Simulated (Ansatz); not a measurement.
# Al2O3: the cost of one run

Method: DFT PBE, scalar-relativistic, plane waves, PAW, and further levels as typed in the inputs, in Ansatz 0.2.0.

### Step 1. The system as given

Symmetry: R-3c, No. 167, trigonal system. Conventional cell: a = 4.760 Å, b = 4.760 Å, c = 12.996 Å, α = 90.00°, β = 90.00°, γ = 120.00°. Al (site symmetry 3) has 6 O at 1.85 to 1.97 Å as nearest neighbours. O (site symmetry 2) has 4 Al at 1.85 to 1.97 Å as nearest neighbours.

Structure file:

```cif
data_structure
_symmetry_space_group_name_H-M 'P 1'
_symmetry_Int_Tables_number 1
_cell_length_a 5.1302
_cell_length_b 5.1302
_cell_length_c 5.1302
_cell_angle_alpha 55.287
_cell_angle_beta 55.287
_cell_angle_gamma 55.287
_cell_volume 85.02
loop_
_atom_site_label
_atom_site_type_symbol
_atom_site_fract_x
_atom_site_fract_y
_atom_site_fract_z
_atom_site_occupancy
Al1 Al 0.35216 0.35216 0.35216 1
Al2 Al 0.14784 0.14784 0.14784 1
Al3 Al 0.64784 0.64784 0.64784 1
Al4 Al 0.85216 0.85216 0.85216 1
O1 O 0.55668 0.94332 0.25000 1
O2 O 0.25000 0.55668 0.94332 1
O3 O 0.94332 0.25000 0.55668 1
O4 O 0.44332 0.05668 0.75000 1
O5 O 0.75000 0.44332 0.05668 1
O6 O 0.05668 0.75000 0.44332 1
```

The structure rests on an entry of the Crystallography Open Database; cell or positions may have been set otherwise for this series.

### Step 2. Atoms relaxed at the deposited cell

The input, input.yaml:

```yaml
crystal:
  lattice:
    - [2.38025, 1.3742379782, 4.3318666667]
    - [-2.38025, 1.3742379782, 4.3318666667]
    - [0.0, -2.7484759565, 4.3318666667]
  atoms:
    - { symbol: Al, position: [0.35216, 0.35216, 0.35216] }
    - { symbol: Al, position: [0.14784, 0.14784, 0.14784] }
    - { symbol: Al, position: [0.64784, 0.64784, 0.64784] }
    - { symbol: Al, position: [0.85216, 0.85216, 0.85216] }
    - { symbol: O, position: [0.55668, 0.94332, 0.25] }
    - { symbol: O, position: [0.25, 0.55668, 0.94332] }
    - { symbol: O, position: [0.94332, 0.25, 0.55668] }
    - { symbol: O, position: [0.44332, 0.05668, 0.75] }
    - { symbol: O, position: [0.75, 0.44332, 0.05668] }
    - { symbol: O, position: [0.05668, 0.75, 0.44332] }
scf:
  occupations: { method: fixed }
output:
  forces: true
  stress: true
  eigenvalues: true
kpoints:
  mp_grid: { grid: [6, 6, 6] }
hamiltonian:
  xc: pbe
relax:
  f_tol: 0.002
  max_steps: 60
```

Started as:

```sh
ansatz run input.yaml --threads 4 --pin off --max-ram 8192MiB --backend cpu --events-out ev --progress --plain --runs-dir out
```

Q: Estimate wall time and peak memory on 4 threads of Intel Xeon 6975P-C (Granite Rapids), shared host.

About 3.7 s, with a peak of 0.53 GiB.
